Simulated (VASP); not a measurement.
# AlN: band structure with HSE03

The system is AlN.

```xyz
2
Lattice="0.0000 2.1840 2.1840 2.1840 0.0000 2.1840 2.1840 2.1840 0.0000" Properties=species:S:1:pos:R:3 pbc="T T T"
Al    0.0000    0.0000    0.0000
N     1.0920    1.0920    1.0920
```

Measurements of this composition are mostly on another form, of space group No. 186.

* Program: VASP 6.6.1
* Task: band structure
* Functional: HSE03
* Potentials or basis: VASP PAW PBE potentials, release 64 (Al, N)
* Cutoff: 520 eV
* k mesh: 8 × 8 × 8
* Occupations: gaussian, width 0.02 eV
* Spin: no spin polarisation
* Ladder: gaps
* Grid for exact exchange (PRECFOCK): Fast
* Further INCAR settings: ALGO = Normal; EDIFF = 1e-06

```json
{
 "Pressure": "-0.3 GPa",
 "Band gap on the k mesh": "4.33 eV, indirect (least direct gap 5.32 eV)",
 "Band gap along the path": "4.33 eV, indirect (least direct gap 5.32 eV)"
}
```

Levels at the corners of the path, in eV from the valence-band top:
```csv
point,band 1,band 2,band 3,band 4,band 5,band 6,band 7,band 8
Γ,-16.41,0.00,0.00,0.00,5.32,13.97,13.97,13.97
X,-13.56,-5.29,-1.94,-1.94,4.33,9.83,15.80,17.53
X,-13.56,-5.29,-1.94,-1.94,4.33,9.83,15.80,17.53
W,-13.51,-4.08,-3.70,-2.85,7.20,12.83,13.43,13.83
W,-13.51,-4.08,-3.70,-2.85,7.20,12.83,13.43,13.83
K,-13.58,-4.59,-3.88,-1.50,6.27,11.48,14.81,15.79
K,-13.58,-4.59,-3.88,-1.50,6.27,11.48,14.81,15.79
Γ,-16.41,0.00,0.00,0.00,5.32,13.97,13.97,13.97
Γ,-16.41,0.00,0.00,0.00,5.32,13.97,13.97,13.97
L,-14.24,-6.29,-0.53,-0.53,8.62,11.36,12.49,12.49
L,-14.24,-6.29,-0.53,-0.53,8.62,11.36,12.49,12.49
U,-13.58,-4.59,-3.88,-1.50,6.27,11.48,14.81,15.79
U,-13.58,-4.59,-3.88,-1.50,6.27,11.48,14.81,15.79
W,-13.51,-4.08,-3.70,-2.85,7.20,12.83,13.43,13.83
W,-13.51,-4.08,-3.70,-2.85,7.20,12.83,13.43,13.83
L,-14.24,-6.29,-0.53,-0.53,8.62,11.36,12.49,12.49
L,-14.24,-6.29,-0.53,-0.53,8.62,11.36,12.49,12.49
K,-13.58,-4.59,-3.88,-1.50,6.27,11.48,14.81,15.79
U,-13.58,-4.59,-3.88,-1.50,6.27,11.48,14.81,15.79
X,-13.56,-5.29,-1.94,-1.94,4.33,9.83,15.80,17.53
```

Wall time 5 min on 4 MPI ranks on AMD EPYC 9R45 96-Core Processor (Zen 5), with other jobs on the host, peak memory 0.26 GiB a rank.

Caveat: the PAW data sets were made with another functional, which shifts forces and pressure a little.
